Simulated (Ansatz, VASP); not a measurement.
**Two plane-wave programs on BP**

```
B P
1.0
     0.00000    2.36512    2.27415
     2.27415    0.00000    2.27415
     2.27415    2.36512    0.00000
B P
1 1
Cartesian
  0.0000 0.0000 0.0000
  3.4112 3.5477 3.4112
```

Change from the starting cell: strain +0.0400 x Voigt [0, 1, 0, 0, 0, 0], atoms carried along.

Alike in both runs: task single point; functional PBE; k mesh 10 × 10 × 10; occupations gaussian, width 0.05 eV; no spin polarisation.

|  | VASP | Ansatz |
| --- | --- | --- |
| version | VASP 6.6.1 | Ansatz 0.2.0 |
| potentials or method | VASP PAW PBE potentials, release 64 (B, P) | scalar-relativistic, plane waves, PAW |
| plane-wave cutoff (eV) | 520 | 420 |
| valence electrons in the cell | 8 | 8 |

Ansatz gave:

| Property | Result |
| --- | --- |
| gap on the k mesh at the Fermi level (eV) | 1.02 |
| least direct gap on the mesh (eV) | 3.14 |
| pressure (GPa) | -5.9 |
| largest component of the traceless stress (GPa) | 7.07 |

What did VASP give for the same quantities?

gap on the k mesh at the Fermi level (eV): 1.01; least direct gap on the mesh (eV): 3.14; pressure (GPa): -6.1; largest component of the traceless stress (GPa): 7.08.

A k mesh can miss the band edges.
